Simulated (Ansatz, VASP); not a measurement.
**Hg in VASP and in Ansatz**

The input INCAR:

```
  PREC = Accurate
  ENCUT = 520
  EDIFF = 1E-7
  ISMEAR = -1
  SIGMA = 0.1
  LREAL = False
  LASPH = True
  NELM = 60
  ALGO = Normal
  ISIF = 2
  LWAVE = False
  LCHARG = False
  GGA = PS
  NBANDS = 12
```

File KPOINTS:

```
Automatic mesh
0
Gamma
  13 13 13
```

Contents of POSCAR:

```
Hg
1.0
    0.0000000000      2.1746615570      2.1746615570
    2.1746615570      0.0000000000      2.1746615570
    2.1746615570      2.1746615570      0.0000000000
Hg
1
Direct
    0.0000000000      0.0000000000      0.0000000000
```

Input for Ansatz:

```yaml
crystal:
  lattice:
    - [0.0, 2.174661557, 2.174661557]
    - [2.174661557, 0.0, 2.174661557]
    - [2.174661557, 2.174661557, 0.0]
  atoms:
    - { symbol: Hg, position: [0.0, 0.0, 0.0] }
hamiltonian:
  xc: pbesol
  pseudopotentials:
    kind: paw
    azcp:
      Hg: "pseudopotentials/Hg.paw.azcp"
basis:
  ecutwfc: 420
  fft_grid_basis: typed
kpoints:
  mp_grid: { grid: [13, 13, 13], shift: [0, 0, 0] }
magnetization:
  spin_polarized: false
scf:
  occupations: { method: fermi_dirac, width: 0.1 }
  lower_state_search: "off"
output:
  stress: true
```

Alike in both runs: task single point; functional PBEsol; k mesh 13 × 13 × 13; occupations fermi-dirac, width 0.1 eV; no spin polarisation.

|  | VASP | Ansatz |
| --- | --- | --- |
| version | VASP 6.6.1 | Ansatz 0.2.0 |
| potentials or method | VASP PAW PBE potentials, release 64 (Hg) | plane waves (420 eV) with PAW, scalar-relativistic |
| plane-wave cutoff (eV) | 520 | 420 |
| valence electrons in the cell | 12 | 20 |

|  | VASP | Ansatz | Ansatz less VASP |
| --- | --- | --- | --- |
| pressure (GPa) | 8.2 | 7.5 | -0.71 |

The two sets of potentials don't hold the same shells in valence. Ansatz warned: «pseudo_functional_mismatch».

Caveats: the PAW data sets were made with another functional, which shifts forces and pressure a little (VASP). The runs have no spin-orbit coupling, so splittings on Hg are missing.
